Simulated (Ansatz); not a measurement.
**Tb: relaxation of cell and atoms with r2SCAN+D3(BJ)**

The system is Tb.

```
Tb
1.0
     0.00000    2.51997    2.51997
     2.51997    0.00000    2.51997
     2.51997    2.51997    0.00000
Tb
1
Direct
  0.00000 0.00000 0.00000
```

This isn't the form of Tb at room conditions, which is hcp.

```yaml
Program: Ansatz 0.2.0
Task: relaxation of cell and atoms
Functional: r2SCAN
Dispersion: D3(BJ)
Potentials_or_basis: Ansatz PAW
Cutoff: "500 eV (not typed: the program's choice for these potentials)"
k_mesh: 9 × 9 × 9
Occupations: fermi-dirac, width 0.05 eV
Spin: collinear spin, ferromagnetic start
Starting_moments: "[6.0] μB"
```

```json
{
 "Relaxed volume": "32.29 Å³/atom",
 "Relaxed cell": "a = 3.574 Å, b = 3.574 Å, c = 3.574 Å, α = 60.00°, β = 60.00°, γ = 60.00°",
 "Space group after relaxing (to 0.05 Å)": "Fm-3m (No. 225)",
 "Energy gained by relaxing": "0.1 meV/atom",
 "Ionic steps": "4",
 "Pressure after relaxing": "0.0 GPa",
 "Band gap on the k mesh": "none (metal or under the smearing width)",
 "Net moment": "6.82 μB per cell",
 "Absolute moment": "6.82 μB per cell",
 "Site moments": "Tb +6.49 μB"
}
```

The path:
```csv
step,energy change (eV),largest force (eV/Å),volume (Å³)
1,0.0000,0.0000,32.00
2,-0.0001,0.0000,32.13
3,-0.0001,0.0000,32.29
4,-0.0001,0.0000,32.29
```

Final structure:
```
Tb
1.0
     0.00000    2.52742    2.52742
     2.52742    0.00000    2.52742
     2.52742    2.52742    0.00000
Tb
1
Cartesian
  0.0000 0.0000 0.0000
```

Levels at points of the mesh, in eV from the Fermi level:
Spin up:
| k point | band 9 | band 10 | band 11 | band 12 | band 13 | band 14 | band 15 | band 16 | band 17 |
| --- | --- | --- | --- | --- | --- | --- | --- | --- | --- |
| (0.00, 0.00, 0.00) | -5.63 | -5.63 | -5.63 | -4.61 | 1.46 | 1.46 | 1.46 | 3.81 | 3.81 |
Spin down:
```csv
k point,band 3,band 4,band 5,band 6,band 7,band 8,band 9,band 10
"(0.00, 0.00, 0.00)",-21.57,-21.57,-4.34,-1.02,0.35,0.35,0.35,1.65
```

Run time: 25 s on 2 threads of AMD EPYC 7R43 64-Core Processor (Zen 3), on a shared host, peak memory 0.5 GiB.

Caveat: the magnetic or orbital state may not be the lowest; the plane-wave basis is chosen anew once the cell has moved, so the energies of steps on either side of that aren't comparable; spin-orbit coupling is left out, which moves the levels of the heavy elements; pairwise dispersion overbinds metals, which lowers pressure and volume; the PAW data sets come from PBE, with cores solved anew for the run's functional, which leaves a small shift of forces and pressure; the dispersion damping was fitted for another functional or another form of the correction. The state reached can hang on the start; a lower one may exist.
